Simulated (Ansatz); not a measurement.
Relaxed bulk TaSi2:

Space group P6_422 (No. 181). a = 4.806 Å, b = 4.806 Å, c = 6.597 Å, α = 90.00°, β = 90.00°, γ = 120.00°
```json
{"atom": "Ta", "site": "3c", "symmetry": "222", "x": "0.5000", "y": "0.0000", "z": "0.0000"}
{"atom": "Si", "site": "6i", "symmetry": "..2", "x": "0.1589", "y": "0.3178", "z": "0.0000"}
```

Miller indices refer to the conventional cell of P6_422 (No. 181), a = 4.806 Å, b = 4.806 Å, c = 6.597 Å, α = 90.00°, β = 90.00°, γ = 120.00°.

Consider the (001) slab of 6 planes, 11.0 Å thick with 15 Å of vacuum as cut; outer planes TaSi2 (top) and TaSi2 (bottom), all atoms relaxed.

The calculation used Ansatz, DFT PBE, scalar-relativistic, plane waves, PAW. Cutoff 420 eV; k points 9×9×1 on the computed 18-atom cell (Γ-centred); Gaussian smearing, width 0.10 eV; no spin polarisation. A dipole correction removes the field between periodic images along c.

Q: Estimate the surface energy (mean of both faces).

A: 2.33 J/m².

Q: Give the work function.

A: 4.21 eV.

Q: The top two planes lie 2.199 Å apart in the bulk. How does relaxation change this?

A: The spacing becomes 2.223 Å (+1.1 %), and the top plane rumples by 0.170 Å.

Spin-orbit coupling is left out, which matters for the bands of heavy elements.